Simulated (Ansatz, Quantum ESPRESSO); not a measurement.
# O on fcc sites of Ti(0001): the work function of the upper face at a withheld member of a series

**Set-up.** Quantum ESPRESSO 7.5, PBE, GBRV ultrasoft. Slabs of 3 layers, covered on the upper face; adsorbates and the top layer relax in a periodic cell, the rest is held (the clean slab relaxes both outer layers); a run under open boundaries (ESM, bc1) gives both vacuum levels. Cells of one to 9 surface sites carry the coverages, on meshes of like density; cold smearing of 0.02 Ry. The slabs take the lattice constants of the bulk relaxed by the same program. The series steps the coverage.

```
 coverage  work function of the upper face (eV)
     0 ML                                 4.423
0.1111 ML                                 4.313
0.1667 ML                                 4.270
  0.25 ML                                 4.245
0.3333 ML                                 4.064
   0.5 ML                                 4.471
0.6667 ML                                 4.602
  0.75 ML                                 4.550
```

To predict: What is the work function of the upper face at 1 ML?

**Fit.** The rows at 0.6667 ML and 0.75 ML give a slope of (4.550 − (4.602))/(0.75 − (0.6667)) = −0.6242, so a straight line gives 4.394 eV. A parabola through these and the row at 0.5 ML gives 3.924 eV.

**Check.** 5.008 eV. The line misses by −0.614 and the parabola by −1.084 eV. The line does better here.

**Limits.** Thin slabs, one site and one ordered pattern a coverage; no reconstruction or subsurface sites; meshes differ a little between cells.

[Logs are printed without paths, hosts, clocks, repeated set-up lines and the standing remarks that a program may print on its own settings, such as how far it seeks lower states.]
